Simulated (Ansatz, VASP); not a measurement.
## Re: VASP beside Ansatz

```
CELL_PARAMETERS angstrom
2.70991 0.00000 0.00000
-1.35496 2.34685 0.00000
0.00000 0.00000 8.75637
ATOMIC_POSITIONS crystal
Re 0.66667 0.33333 0.75000
Re 0.00000 0.00000 0.50000
Re 0.33333 0.66667 0.25000
Re 0.00000 0.00000 0.00000
```

Change from the starting cell: volume scaled by 0.94.

Alike in both runs: task single point; functional LDA; k mesh 11 × 11 × 3; occupations fermi-dirac, width 0.05 eV; no spin polarisation.

|  | VASP | Ansatz |
| --- | --- | --- |
| version | VASP 6.6.1 | Ansatz 0.2.0 |
| potentials or method | VASP PAW LDA potentials, release 64 (Re), cutoff 520 eV | all-electron LAPW, scalar-relativistic |

|  | VASP | Ansatz | Ansatz less VASP |
| --- | --- | --- | --- |
| gap on the k mesh at the Fermi level (eV) | none | none | - |
| pressure (GPa) | 14.2 | 12.2 | -1.99 |
| largest component of the traceless stress (GPa) | 0.43 | 0.34 | -0.082 |

A gap of «none» marks a metal or a gap that the smearing closes. Ansatz ran all-electron here, so the differences hold the error of VASP's frozen core and of both bases.

Spin-orbit coupling is left out, which matters for the levels of Re.
